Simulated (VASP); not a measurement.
# K (Pm-3m) in VASP: notebook

One crystal, K, is run at these levels: PBE; tasks: single point.

All numbers are computed with VASP 6.6.1; they aren't measurements. Logs are shortened: lines on timing, memory, paths and dates and some standing lists are left out, and cuts for length are marked.

### 1 The structure

Symmetry: Pm-3m, No. 221, cubic system. Conventional cell: a = 4.310 Å, b = 4.310 Å, c = 4.310 Å, α = 90.00°, β = 90.00°, γ = 90.00°. K (site symmetry m-3m) has 6 K at 4.31 Å as nearest neighbours.

This isn't the form of K at room conditions, which is bcc.

### 2 Single point, PBE

Input file INCAR:

```
  PREC = Accurate
  ENCUT = 350
  EDIFF = 1E-6
  ISMEAR = 0
  SIGMA = 0.2
  LREAL = False
  LASPH = True
  NELM = 100
  ALGO = Normal
  ISIF = 2
  LWAVE = False
  LCHARG = False
  GGA = PE
  NBANDS = 10
  ADDGRID = False
```

Input file KPOINTS:

```
regular mesh
0
Gamma
  7 7 7
```

Input file POSCAR:

```
K
1.0
    4.3104394900      0.0000000000      0.0000000000
    0.0000000000      4.3104394900      0.0000000000
    0.0000000000      0.0000000000      4.3104394900
K
1
Direct
    0.0000000000      0.0000000000      0.0000000000
```

Potentials or basis: VASP PAW PBE potentials, release 64 (K_sv).

Started as:

```
$ cat potpaw_PBE.64/K_sv/POTCAR > POTCAR
$ mpirun -np 1 vasp_std > vasp.out
```

OUTCAR:

```text
PREC = Accurate
   ENCUT = 350
   EDIFF = 1E-6
   ISMEAR = 0
   LREAL = False
   LASPH = True
   NELM = 100
   ISIF = 2
   GGA = PE

 Found     20 irreducible k-points:

 Following reciprocal coordinates:
            Coordinates               Weight
  0.000000  0.000000  0.000000      1.000000
  0.142857  0.000000  0.000000      6.000000
  0.285714  0.000000  0.000000      6.000000
  0.428571  0.000000  0.000000      6.000000
  0.142857  0.142857  0.000000     12.000000
  0.285714  0.142857  0.000000     24.000000
   k-points           NKPTS =     20   k-points in BZ     NKDIM =     20   number of bands    NBANDS=     10
   number of dos      NEDOS =    301   number of ions     NIONS =      1
   total plane-waves  NPLWV =  21952
   dimension x,y,z NGX =    28 NGY =   28 NGZ =   28
   dimension x,y,z NGXF=    56 NGYF=   56 NGZF=   56
   ions per type =               1
   NGX,Y,Z   is equivalent  to a cutoff of  10.80, 10.80, 10.80 a.u.
   NGXF,Y,Z  is equivalent  to a cutoff of  21.60, 21.60, 21.60 a.u.
 SYSTEM =  unknown system
   PREC   = accura    normal or accurate (medium, high low for compatibility)
   ISTART =      0    job   : 0-new  1-cont  2-samecut
   ICHARG =      2    charge: 1-file 2-atom 10-const
   ISPIN  =      1    spin polarized calculation?
   LNONCOLLINEAR =      F non collinear calculations
   LSORBIT =      F    spin-orbit coupling
   LASPH  =      T    aspherical Exc in radial PAW
   ENCUT  =  350.0 eV  25.72 Ry    5.07 a.u.   6.58  6.58  6.58*2*pi/ulx,y,z
   NELM   =    100;   NELMIN=  2; NELMDL= -5     # of ELM steps
   EDIFF  = 0.1E-05   stopping-criterion for ELM
   LREAL  =      F    real-space projection
   EDIFFG = 0.1E-04   stopping-criterion for IOM
   NSW    =      0    number of steps for IOM
   IBRION =     -1    ionic relax: 0-MD 1-quasi-New 2-CG
   NFREE  =      0    steps in history (QN), initial steepest desc. (CG)
   ISIF   =      2    stress and relaxation
   ISYM   =      2    0-nonsym 1-usesym 2-fastsym
   POTIM  = 0.5000    time-step for ionic-motion
   TEBEG  =    0.0;   TEEND  =   0.0 temperature during run
   PSTRESS=    0.0 pullay stress
   NELECT =       9.0000    total number of electrons
   NUPDOWN=      -1.0000    fix difference up-down
   EMIN   =  10.00;   EMAX   =-10.00  energy-range for DOS
   EFERMI =   0.00;   METHOD = LEGACY
   ISMEAR =     0;   SIGMA  =   0.20  broadening in eV -4-tet -1-fermi 0-gaus
   EFERMI_NEDOS =   21; number of points for ismear=-14 and -15
   IALGO  =     38    algorithm
   IMIX   =      4    mixing-type and parameters
     AMIX     =   0.40;   BMIX     =  1.00
     AMIX_MAG =   1.60;   BMIX_MAG =  1.00
  volume/ion in A,a.u.               =      80.09       540.46
  Fermi-wavevector in a.u.,A,eV,Ry     =   0.790013  1.492908  8.491671  0.624120
  Thomas-Fermi vector in A             =   1.895269
   LORBIT       =      0    0 simple, 1 ext, 2 COOP (PROOUT), +10 PAW based schemes
   GGA     = PE    functional components
   LHFCALC =     F    Hartree Fock is set to
   AEXX    =    0.0000 exact exchange contribution
   IVDW    =     0    specifies the selected vdW correction
   LEPSILON=     F    determine dielectric tensor
   LRPA    =     F    only Hartree local field effects (RPA)
 non-spin polarized calculation
 Gauss-broadening in eV      SIGMA  =   0.20
  energy-cutoff  :      350.00
  volume of cell :       80.09
 maximum number of plane-waves:      1213
 NGX is ok and might be reduce to    28
   NGX = 13   NGY = 13   NGZ = 13

 number of electron       9.0000006 magnetization

 Free energy of the ion-electron system (eV)
  ---------------------------------------------------
  ext. energy  EPLUGINS =         0.00000000
  ---------------------------------------------------
  free energy    TOTEN  =        -0.95064035 eV

  energy without entropy =       -0.93740200  energy(sigma->0) =       -0.94402118

 E-fermi :  -0.2765     XC(G=0):  -5.4393

 val. band max:       -0.3968159532   @ k =   0.4286   0.1429   0.1429
 cond. band min:      -0.2400448686   @ k =   0.2857   0.2857   0.2857
 fundamental gap:      0.1567710846
 Fermi energy:        -0.2764569894

 k-point     1 :       0.0000    0.0000    0.0000
  band No.  band energies     occupation
      1     -32.6136      2.00000
      2     -16.0548      2.00000
      3     -16.0548      2.00000
      4     -16.0548      2.00000
      5      -2.3165      2.00000
      6       2.6206      0.00000
      7       2.6206      0.00000
      8       5.8681      0.00000
      9       5.8702      0.00000
     10       5.9735      0.00000

 k-point     2 :       0.1429    0.0000    0.0000
  band No.  band energies     occupation
      1     -32.6128      2.00000
      2     -16.0706      2.00000
      3     -16.0534      2.00000
      4     -16.0534      2.00000
      5      -2.1288      2.00000
      6       2.3986      0.00000
      7       2.7136      0.00000
      8       5.2348      0.00000
      9       5.2348      0.00000
     10       5.4911      0.00000

 k-point     3 :       0.2857    0.0000    0.0000
  band No.  band energies     occupation
      1     -32.6111      2.00000
      2     -16.1058      2.00000
      3     -16.0505      2.00000
      4     -16.0505      2.00000
      5      -1.5843      2.00000
      6       1.5475      0.00000
      7       2.9515      0.00000
      8       4.6979      0.00000
      9       4.6979      0.00000
     10       5.5040      0.00000

 k-point     4 :       0.4286    0.0000    0.0000
  band No.  band energies     occupation
      1     -32.6097      2.00000
      2     -16.1338      2.00000
      3     -16.0481      2.00000
      4     -16.0481      2.00000
      5      -0.7358      1.99884
      6       0.3809      0.00000
      7       3.1844      0.00000
      8       4.4097      0.00000
      9       4.4097      0.00000
     10       6.0057      0.00000

 k-point     5 :       0.1429    0.1429    0.0000
  band No.  band energies     occupation
      1     -32.6121      2.00000
      2     -16.0697      2.00000
      3     -16.0686      2.00000
      4     -16.0522      2.00000
      5      -1.9432      2.00000
      6       2.4347      0.00000
      7       2.6035      0.00000
      8       4.5076      0.00000
      9       5.1256      0.00000
     10       5.6297      0.00000

 k-point     6 :       0.2857    0.1429    0.0000
  band No.  band energies     occupation
      1     -32.6103      2.00000
      2     -16.1041      2.00000
      3     -16.0659      2.00000
      4     -16.0492      2.00000
      5      -1.4050      2.00000
      6       1.6808      0.00000
      7       2.8173      0.00000
      8       4.1476      0.00000
      9       4.7458      0.00000
     10       5.6118      0.00000

 [... further k-points ...]

------------------------ aborting loop because EDIFF is reached ----------------------------------------

  FORCE on cell =-STRESS in cart. coord.  units (eV):
  Direction    XX          YY          ZZ          XY          YZ          ZX
  --------------------------------------------------------------------------------------
  -------------------------------------------------------------------------------------
  Total       -0.0376442     -0.0376442     -0.0376442      0.0000000     -0.0000000      0.0000000
  in kB       -0.7530854     -0.7530854     -0.7530854      0.0000000     -0.0000000      0.0000000
  external PRESSURE =      -0.7530854 kB  Pullay stress =       0.0000000 kB

 VOLUME and BASIS-vectors are now :
 -----------------------------------------------------------------------------
  energy-cutoff  :      350.00
  volume of cell :       80.09
      direct lattice vectors                 reciprocal lattice vectors
     4.310439490  0.000000000  0.000000000     0.231994905  0.000000000  0.000000000
     0.000000000  4.310439490  0.000000000     0.000000000  0.231994905  0.000000000
     0.000000000  0.000000000  4.310439490     0.000000000  0.000000000  0.231994905

 POSITION                                       TOTAL-FORCE (eV/Angst)
 -----------------------------------------------------------------------------------
      0.00000      0.00000      0.00000         0.000000      0.000000      0.000000
 -----------------------------------------------------------------------------------
    total drift:                               -0.000000     -0.000000     -0.000000

  FREE ENERGIE OF THE ION-ELECTRON SYSTEM (eV)
  ---------------------------------------------------
  free  energy   TOTEN  =        -0.9506403519 eV

  energy  without entropy=       -0.9374020005  energy(sigma->0) =       -0.94402118
```

Wall time 5.7 s (1 thread of Intel Xeon Platinum 8488C (Sapphire Rapids), shared host); peak memory 0.14 GiB.

These settings aren't checked as converged: the numbers below hold their error.

Results:

* Free energy: -0.9506 eV
* Pressure: -0.1 GPa
* Band gap on the k mesh: none (metal or under the smearing width)

### 3 Single point, PBE

INCAR: that of step 2 with these lines changed.

```diff
@@ -1,3 +1,3 @@
   PREC = Accurate
-  ENCUT = 350
+  ENCUT = 500
   EDIFF = 1E-6
```

Input file KPOINTS:

```
regular mesh
0
Gamma
  6 6 6
```

POSCAR is that of step 2.

Potentials or basis: VASP PAW PBE potentials, release 64 (K_sv).

Started as:

```
$ cat potpaw_PBE.64/K_sv/POTCAR > POTCAR
$ mpirun -np 1 vasp_std > vasp.out
```

It took 7.5 s on 1 thread of Intel Xeon Platinum 8488C (Sapphire Rapids), shared host; peak memory 0.16 GiB.

The run converged, but some of its settings lie outside the range that counts as converged, so its numbers aren't taken as properties of the crystal.

What came out:

| Quantity | Value |
| --- | --- |
| Free energy | -0.9458 eV |
| Pressure | 0.0 GPa |
| Band gap on the k mesh | none (metal or under the smearing width) |

### 4 For comparison

An earlier run on the cell as given: functional PBE; potentials or basis VASP PAW PBE potentials, release 64 (K_sv); cutoff 520 eV; k mesh 6 × 6 × 6; occupations fermi-dirac, width 0.05 eV; no spin polarisation.

- Pressure: 0.0 GPa
- Band gap on the k mesh: none (metal or under the smearing width)
